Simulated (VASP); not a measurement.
# C (I4_1/amd) in VASP: settings compared

One crystal, C, is run at these levels: PBE, r2SCAN; tasks: single point.

Program: VASP 6.6.1. These are calculated values, not measurements. Logs are shortened: lines on timing, memory, paths and dates and some standing lists are left out, and cuts for length are marked.

### 1 The cell of the first run

Symmetry: I4_1/amd, No. 141, tetragonal system. The conventional cell has a = 2.517 Å, b = 2.517 Å, c = 3.382 Å, α = 90.00°, β = 90.00°, γ = 90.00°. C (site symmetry -4m2) is surrounded by 4 C at 1.52 Å.

The cell was built by a generator and needn't be a form met in nature.

### 2 Single point, PBE (uniaxial_z strain -5.0%)

The input, INCAR:

```
SYSTEM = C
PREC = Accurate
ENCUT = 520
EDIFF = 1E-6
ISMEAR = -1
SIGMA = 0.02
LREAL = .FALSE.
LASPH = .TRUE.
NELM = 80
ALGO = Normal
ISIF = 2
LWAVE = .FALSE.
LCHARG = .FALSE.
GGA = PE
NBANDS = 11
```

The input, KPOINTS:

```
regular mesh
0
G
  12 12 12
  0 0 0
```

The input, POSCAR:

```
C
1.0
    0.0000000000      1.7801241434      1.6911179363
    1.7801241434      0.0000000000      1.6911179363
    1.7801241434      1.7801241434      0.0000000000
C
2
Direct
    0.0000000000      0.0000000000      0.0000000000
    0.2500000000      0.2500000000      0.2500000000
```

Potentials or basis: VASP PAW PBE potentials, release 64 (C).

Launch:

```console
$ cat potpaw_PBE.64/C/POTCAR > POTCAR
$ mpirun -np 1 vasp_std > vasp.out
```

OUTCAR:

```text
SYSTEM = C
   PREC = Accurate
   ENCUT = 520
   EDIFF = 1E-6
   ISMEAR = -1
   LREAL = .FALSE.
   LASPH = .TRUE.
   NELM = 80
   ISIF = 2
   GGA = PE

 ion  position               nearest neighbor table
   1  0.000  0.000  0.000-   2 1.52   2 1.52   2 1.52   2 1.52
   2  0.250  0.250  0.250-   1 1.52   1 1.52   1 1.52   1 1.52

  LATTYP: Found a body centered tetragonal cell.
 ALAT       =     2.5174757063
 C/A-ratio  =     1.3435028843

  Lattice vectors:

 A1 = (   0.0000000000,  -1.7801241434,  -1.6911179363)
 A2 = (   0.0000000000,   1.7801241434,  -1.6911179363)
 A3 = (   1.7801241434,   0.0000000000,   1.6911179363)

Analysis of symmetry for initial positions (statically):
=====================================================================
 Subroutine PRICEL returns:
 Original cell was already a primitive cell.

 Routine SETGRP: Setting up the symmetry group for a
 body centered tetragonal supercell.

 Subroutine GETGRP returns: Found 16 space group operations
 (whereof  8 operations were pure point group operations)
 out of a pool of 16 trial point group operations.

The static configuration has the point symmetry D_2d.
 The point group associated with its full space group is D_4h.

Analysis of symmetry for dynamics (positions and initial velocities):
=====================================================================
 Subroutine PRICEL returns:
 Original cell was already a primitive cell.

 Routine SETGRP: Setting up the symmetry group for a
 body centered tetragonal supercell.

 Subroutine GETGRP returns: Found 16 space group operations
 (whereof  8 operations were pure point group operations)
 out of a pool of 16 trial point group operations.

The dynamic configuration has the point symmetry D_2d.
 The point group associated with its full space group is D_4h.

 Subroutine INISYM returns: Found 16 space group operations
 (whereof  8 operations are pure point group operations),
 and found     1 'primitive' translations

----------------------------------------------------------------------------------------

                                     Primitive cell

  volume of cell :      10.7178

  direct lattice vectors                    reciprocal lattice vectors
     0.000000000  1.780124143  1.691117936    -0.280879287  0.280879287  0.295662407
     1.780124143  0.000000000  1.691117936     0.280879287 -0.280879287  0.295662407
     1.780124143  1.780124143  0.000000000     0.280879287  0.280879287 -0.295662407

  length of vectors
     2.455345564  2.455345564  2.517475706     0.495179368  0.495179368  0.495179368

  position of ions in fractional coordinates (direct lattice)
     0.000000000  0.000000000  0.000000000
     0.250000000  0.250000000  0.250000000

  ion indices of the primitive-cell ions
   primitive index   ion index
                 1           1
                 2           2

----------------------------------------------------------------------------------------

 KPOINTS: regular mesh

Automatic generation of k-mesh.
 Grid dimensions read from file:
 generate k-points for:   12   12   12

 Generating k-lattice:

  Cartesian coordinates                     Fractional coordinates (reciprocal lattice)
    -0.023406607  0.023406607  0.024638534     0.083333333  0.000000000  0.000000000
     0.023406607 -0.023406607  0.024638534     0.000000000  0.083333333  0.000000000
     0.023406607  0.023406607 -0.024638534     0.000000000  0.000000000  0.083333333

  Length of vectors
     0.041264947  0.041264947  0.041264947

  Shift w.r.t. Gamma in fractional coordinates (k-lattice)
     0.000000000  0.000000000  0.000000000

 Subroutine IBZKPT returns following result:
 ===========================================

 Found    163 irreducible k-points:

 Following reciprocal coordinates:
            Coordinates               Weight
  0.000000  0.000000  0.000000      1.000000
  0.083333  0.000000  0.000000      8.000000
  0.166667 -0.000000  0.000000      8.000000
  0.250000  0.000000  0.000000      8.000000
  0.333333 -0.000000  0.000000      8.000000
  0.416667  0.000000  0.000000      8.000000
[... 16 lines left out ...]
  0.500000  0.166667  0.000000      8.000000
 -0.416667  0.166667  0.000000      8.000000
 [... further k-points ...]
   k-points           NKPTS =    163   k-points in BZ     NKDIM =    163   number of bands    NBANDS=     11
   number of dos      NEDOS =    301   number of ions     NIONS =      2
   total plane-waves  NPLWV =   6480
   dimension x,y,z NGX =    18 NGY =   18 NGZ =   20
   dimension x,y,z NGXF=    36 NGYF=   36 NGZF=   40
   ions per type =               2
   NGX,Y,Z   is equivalent  to a cutoff of  12.19, 12.19, 13.21 a.u.
   NGXF,Y,Z  is equivalent  to a cutoff of  24.37, 24.37, 26.41 a.u.
 SYSTEM =  C
   PREC   = accura    normal or accurate (medium, high low for compatibility)
   ISTART =      0    job   : 0-new  1-cont  2-samecut
   ICHARG =      2    charge: 1-file 2-atom 10-const
   ISPIN  =      1    spin polarized calculation?
   LNONCOLLINEAR =      F non collinear calculations
   LSORBIT =      F    spin-orbit coupling
   LASPH  =      T    aspherical Exc in radial PAW
   ENCUT  =  520.0 eV  38.22 Ry    6.18 a.u.   4.57  4.57  4.68*2*pi/ulx,y,z
   NELM   =     80;   NELMIN=  2; NELMDL= -5     # of ELM steps
   EDIFF  = 0.1E-05   stopping-criterion for ELM
   LREAL  =      F    real-space projection
   EDIFFG = 0.1E-04   stopping-criterion for IOM
   NSW    =      0    number of steps for IOM
   IBRION =     -1    ionic relax: 0-MD 1-quasi-New 2-CG
   NFREE  =      0    steps in history (QN), initial steepest desc. (CG)
   ISIF   =      2    stress and relaxation
   ISYM   =      2    0-nonsym 1-usesym 2-fastsym
   POTIM  = 0.5000    time-step for ionic-motion
   TEBEG  =    0.0;   TEEND  =   0.0 temperature during run
   PSTRESS=    0.0 pullay stress
   NELECT =       8.0000    total number of electrons
   NUPDOWN=      -1.0000    fix difference up-down
   EMIN   =  10.00;   EMAX   =-10.00  energy-range for DOS
   EFERMI =   0.00;   METHOD = LEGACY
   ISMEAR =    -1;   SIGMA  =   0.02  broadening in eV -4-tet -1-fermi 0-gaus
   EFERMI_NEDOS =   21; number of points for ismear=-14 and -15
   IALGO  =     38    algorithm
   IMIX   =      4    mixing-type and parameters
     AMIX     =   0.40;   BMIX     =  1.00
     AMIX_MAG =   1.60;   BMIX_MAG =  1.00
  volume/ion in A,a.u.               =       5.36        36.16
  Fermi-wavevector in a.u.,A,eV,Ry     =   1.485035  2.806309 30.005319  2.205329
  Thomas-Fermi vector in A             =   2.598497
   LORBIT       =      0    0 simple, 1 ext, 2 COOP (PROOUT), +10 PAW based schemes
   GGA     = PE    functional components
   LHFCALC =     F    Hartree Fock is set to
   AEXX    =    0.0000 exact exchange contribution
   IVDW    =     0    specifies the selected vdW correction
   LEPSILON=     F    determine dielectric tensor
   LRPA    =     F    only Hartree local field effects (RPA)
 non-spin polarized calculation
  energy-cutoff  :      520.00
  volume of cell :       10.72
 maximum number of plane-waves:       302
   NGX =  9   NGY =  9   NGZ =  9

 number of electron       7.9999999 magnetization

 Free energy of the ion-electron system (eV)
  ---------------------------------------------------
  ext. energy  EPLUGINS =         0.00000000
  ---------------------------------------------------
  free energy    TOTEN  =       -18.06674170 eV

  energy without entropy =      -18.06674170  energy(sigma->0) =      -18.06674170

 E-fermi :  11.5436     XC(G=0): -13.5416

 val. band max:       11.0790878357   @ k =   0.0000   0.0000   0.0000
 cond. band min:      14.0442229419   @ k =   0.3333   0.3333   0.0000
 fundamental gap:      2.9651351062
 Fermi energy:        11.5436141433

 k-point     1 :       0.0000    0.0000    0.0000
  band No.  band energies     occupation
      1     -11.6828      2.00000
      2      10.3192      2.00000
      3      10.3192      2.00000
      4      11.0791      2.00000
      5      15.9118      0.00000
      6      16.5644      0.00000
      7      16.5644      0.00000
      8      25.1944      0.00000
      9      30.6385      0.00000
     10      36.3703      0.00000
     11      37.8235      0.00000

 k-point     2 :       0.0833    0.0000    0.0000
  band No.  band energies     occupation
      1     -11.4828      2.00000
      2       9.2221      2.00000
      3       9.9630      2.00000
      4      10.5696      2.00000
      5      16.3890      0.00000
      6      16.9945      0.00000
      7      17.3185      0.00000
      8      25.3179      0.00000
      9      30.9635      0.00000
     10      34.5098      0.00000
     11      35.7797      0.00000

 k-point     3 :       0.1667   -0.0000    0.0000
  band No.  band energies     occupation
      1     -10.8844      2.00000
      2       6.6505      2.00000
      3       9.1817      2.00000
      4       9.8135      2.00000
      5      17.3241      0.00000
      6      17.8975      0.00000
      7      18.6089      0.00000
      8      25.6671      0.00000
      9      31.6066      0.00000
     10      33.1302      0.00000
     11      34.1922      0.00000

 k-point     4 :       0.2500    0.0000    0.0000
  band No.  band energies     occupation
      1      -9.8956      2.00000
      2       3.7159      2.00000
      3       8.3670      2.00000
      4       9.0970      2.00000
      5      18.1483      0.00000
      6      18.6570      0.00000
      7      19.6752      0.00000
      8      26.1452      0.00000
      9      31.9086      0.00000
     10      33.0533      0.00000
     11      33.8756      0.00000
[... 239 lines left out ...]
 k-point    22 :       0.4167    0.1667    0.0000
  band No.  band energies     occupation
      1      -7.1520      2.00000
      2       0.2227      2.00000
      3       5.8449      2.00000
      4       6.7123      2.00000
      5      16.8212      0.00000
      6      21.8522      0.00000
      7      22.7192      0.00000
      8      23.1659      0.00000
      9      32.7924      0.00000
     10      34.7180      0.00000
     11      38.7864      0.00000

 k-point    23 :       0.5000    0.1667    0.0000
  band No.  band energies     occupation
      1      -5.4712      2.00000
      2      -2.1047      2.00000
      3       5.9032      2.00000
      4       5.9688      2.00000
      5      17.2357      0.00000
      6      21.5303      0.00000
      7      22.9477      0.00000
      8      24.7742      0.00000
      9      31.7051      0.00000
     10      35.8191      0.00000
     11      38.0374      0.00000

 k-point    24 :      -0.4167    0.1667    0.0000
  band No.  band energies     occupation
      1      -5.2600      2.00000
      2      -2.3607      2.00000
      3       5.4220      2.00000
      4       6.2823      2.00000
      5      17.6289      0.00000
      6      21.0727      0.00000
      7      22.9874      0.00000
      8      26.3979      0.00000
      9      30.5427      0.00000
     10      35.3968      0.00000
     11      36.2592      0.00000

 [... further k-points ...]
[... 5 lines left out ...]
  --------------------------------------------------------------------------------------
  -------------------------------------------------------------------------------------
  Total        0.9648855      0.9648855      4.1676598      0.0000000      0.0000000      0.0000000
  in kB      144.2387326    144.2387326    623.0148133      0.0000000      0.0000000      0.0000000
  external PRESSURE =     303.8307595 kB  Pullay stress =       0.0000000 kB

 VOLUME and BASIS-vectors are now :
 -----------------------------------------------------------------------------
  energy-cutoff  :      520.00
  volume of cell :       10.72
      direct lattice vectors                 reciprocal lattice vectors
     0.000000000  1.780124143  1.691117936    -0.280879287  0.280879287  0.295662407
     1.780124143  0.000000000  1.691117936     0.280879287 -0.280879287  0.295662407
     1.780124143  1.780124143  0.000000000     0.280879287  0.280879287 -0.295662407

 POSITION                                       TOTAL-FORCE (eV/Angst)
 -----------------------------------------------------------------------------------
      0.00000      0.00000      0.00000         0.000000      0.000000     -0.000000
      0.89006      0.89006      0.84556        -0.000000     -0.000000      0.000000
 -----------------------------------------------------------------------------------
    total drift:                               -0.000000     -0.000000     -0.000000

  FREE ENERGIE OF THE ION-ELECTRON SYSTEM (eV)
  ---------------------------------------------------
  free  energy   TOTEN  =       -18.0667416977 eV

  energy  without entropy=      -18.0667416977  energy(sigma->0) =      -18.06674170
```

It took 16 s on 1 thread of Intel Xeon Platinum 8488C (Sapphire Rapids), shared host; peak memory 0.13 GiB.

What came out:

```yaml
Free_energy: -18.0667 eV
Pressure: 30.4 GPa
Band_gap_on_the_k_mesh: 2.97 eV, indirect (least direct gap 4.83 eV)
```

Stress tensor (GPa, compression positive):
```
14.42  0.00  0.00
 0.00 14.42  0.00
 0.00  0.00 62.30
```

Caveat: so large a pressure means that the cell lies far from this level's equilibrium, or that cutoff or potentials fall short. A k mesh can miss the band edges.

### 3 Single point, r2SCAN (uniaxial_z strain -5.0%)

POSCAR is that of step 2.

The input, INCAR.step1:

```
  PREC = Accurate
  ENCUT = 520
  ISMEAR = 0
  SIGMA = 0.01
  LREAL = F
  LASPH = T
  NELM = 100
  NBANDS = 11
  GGA = PE
  ALGO = Normal
  EDIFF = 1E-4
  LWAVE = T
  LCHARG = F
```

The input, INCAR.step2:

```
  PREC = Accurate
  ENCUT = 520
  EDIFF = 1E-6
  ISMEAR = 0
  SIGMA = 0.01
  LREAL = F
  LASPH = T
  NELM = 100
  ALGO = Normal
  ISIF = 2
  LWAVE = F
  LCHARG = F
  METAGGA = R2SCAN
  LMIXTAU = T
  NBANDS = 11
  ISTART = 1
```

The input, KPOINTS:

```
Automatic mesh
0
Gamma
  12 12 12
```

Potentials or basis: VASP PAW PBE potentials, release 64 (C).

Launch:

```console
$ cat potpaw_PBE.64/C/POTCAR > POTCAR
$ cp INCAR.step1 INCAR
$ mpirun -np 1 vasp_std > vasp.out
$ cp INCAR.step2 INCAR
$ mpirun -np 1 vasp_std > vasp.out
```

OUTCAR:

```text
PREC = Accurate
   ENCUT = 520
   EDIFF = 1E-6
   ISMEAR = 0
   LREAL = F
   LASPH = T
   NELM = 100
   ISIF = 2
   METAGGA = R2SCAN
   ISTART = 1

 ion  position               nearest neighbor table
   1  0.000  0.000  0.000-   2 1.52   2 1.52   2 1.52   2 1.52
   2  0.250  0.250  0.250-   1 1.52   1 1.52   1 1.52   1 1.52

  LATTYP: Found a body centered tetragonal cell.
 ALAT       =     2.5174757063
 C/A-ratio  =     1.3435028843

  Lattice vectors:

 A1 = (   0.0000000000,  -1.7801241434,  -1.6911179363)
 A2 = (   0.0000000000,   1.7801241434,  -1.6911179363)
 A3 = (   1.7801241434,   0.0000000000,   1.6911179363)

Analysis of symmetry for initial positions (statically):
=====================================================================
 Subroutine PRICEL returns:
 Original cell was already a primitive cell.

 Routine SETGRP: Setting up the symmetry group for a
 body centered tetragonal supercell.

 Subroutine GETGRP returns: Found 16 space group operations
 (whereof  8 operations were pure point group operations)
 out of a pool of 16 trial point group operations.

The static configuration has the point symmetry D_2d.
 The point group associated with its full space group is D_4h.

Analysis of symmetry for dynamics (positions and initial velocities):
=====================================================================
 Subroutine PRICEL returns:
 Original cell was already a primitive cell.

 Routine SETGRP: Setting up the symmetry group for a
 body centered tetragonal supercell.

 Subroutine GETGRP returns: Found 16 space group operations
 (whereof  8 operations were pure point group operations)
 out of a pool of 16 trial point group operations.

The dynamic configuration has the point symmetry D_2d.
 The point group associated with its full space group is D_4h.

 Subroutine INISYM returns: Found 16 space group operations
 (whereof  8 operations are pure point group operations),
 and found     1 'primitive' translations

[... 116 lines left out ...]
  Fermi-wavevector in a.u.,A,eV,Ry     =   1.485035  2.806309 30.005319  2.205329
  Thomas-Fermi vector in A             =   2.598497
   LORBIT       =      0    0 simple, 1 ext, 2 COOP (PROOUT), +10 PAW based schemes
   METAGGA = R2SCAN    functional components
   LHFCALC =     F    Hartree Fock is set to
   AEXX    =    0.0000 exact exchange contribution
   IVDW    =     0    specifies the selected vdW correction
   LEPSILON=     F    determine dielectric tensor
   LRPA    =     F    only Hartree local field effects (RPA)
 non-spin polarized calculation
 Gauss-broadening in eV      SIGMA  =   0.01
  energy-cutoff  :      520.00
  volume of cell :       10.72
 maximum number of plane-waves:       302
   NGX =  9   NGY =  9   NGZ =  9

 number of electron       7.9999999 magnetization

 Free energy of the ion-electron system (eV)
  ---------------------------------------------------
  ext. energy  EPLUGINS =         0.00000000
  ---------------------------------------------------
  free energy    TOTEN  =       -19.54956845 eV

  energy without entropy =      -19.54956845  energy(sigma->0) =      -19.54956845

 E-fermi :  11.2235     XC(G=0): -14.5750

 val. band max:       11.0894150456   @ k =   0.0000   0.0000   0.0000
 cond. band min:      14.1815679470   @ k =   0.3333   0.3333   0.0000
 fundamental gap:      3.0921529014
 Fermi energy:        11.2234926054

 k-point     1 :       0.0000    0.0000    0.0000
  band No.  band energies     occupation
      1     -12.9367      2.00000
      2      10.2939      2.00000
      3      10.2939      2.00000
      4      11.0894      2.00000
      5      16.1107      0.00000
      6      16.8153      0.00000
      7      16.8153      0.00000
      8      25.7259      0.00000
      9      31.7875      0.00000
     10      37.1784      0.00000
     11      39.1341      0.00000
[... 309 lines left out ...]
 k-point    24 :      -0.4167    0.1667    0.0000
  band No.  band energies     occupation
      1      -6.2866      2.00000
      2      -3.0560      2.00000
      3       5.0761      2.00000
      4       6.0181      2.00000
      5      17.9504      0.00000
      6      21.5970      0.00000
      7      23.5479      0.00000
      8      27.3321      0.00000
      9      31.6716      0.00000
     10      36.5201      0.00000
     11      37.7342      0.00000

 [... further k-points ...]
[... 5 lines left out ...]
  --------------------------------------------------------------------------------------
  -------------------------------------------------------------------------------------
  Total        0.6605615      0.6605615      4.0564472      0.0000000      0.0000000      0.0000000
  in kB       98.7459726     98.7459726    606.3898742      0.0000000      0.0000000      0.0000000
  external PRESSURE =     267.9606065 kB  Pullay stress =       0.0000000 kB

 VOLUME and BASIS-vectors are now :
 -----------------------------------------------------------------------------
  energy-cutoff  :      520.00
  volume of cell :       10.72
      direct lattice vectors                 reciprocal lattice vectors
     0.000000000  1.780124143  1.691117936    -0.280879287  0.280879287  0.295662407
     1.780124143  0.000000000  1.691117936     0.280879287 -0.280879287  0.295662407
     1.780124143  1.780124143  0.000000000     0.280879287  0.280879287 -0.295662407

 POSITION                                       TOTAL-FORCE (eV/Angst)
 -----------------------------------------------------------------------------------
      0.00000      0.00000      0.00000         0.000000      0.000000      0.000000
      0.89006      0.89006      0.84556        -0.000000     -0.000000     -0.000000
 -----------------------------------------------------------------------------------
    total drift:                               -0.000000     -0.000000     -0.000000

  FREE ENERGIE OF THE ION-ELECTRON SYSTEM (eV)
  ---------------------------------------------------
  free  energy   TOTEN  =       -19.5495684523 eV

  energy  without entropy=      -19.5495684523  energy(sigma->0) =      -19.54956845
```

It took 51 s on 1 thread of Intel Xeon Platinum 8488C (Sapphire Rapids), shared host; peak memory 0.12 GiB.

What came out:

| Property | Result |
| --- | --- |
| Free energy | -19.5496 eV |
| Pressure | 26.8 GPa |
| Band gap on the k mesh | 3.09 eV, indirect (least direct gap 5.02 eV) |

Caveat: so large a pressure means that the cell lies far from this level's equilibrium, or that cutoff or potentials fall short; the potentials were made for another functional, which shifts forces and pressure.
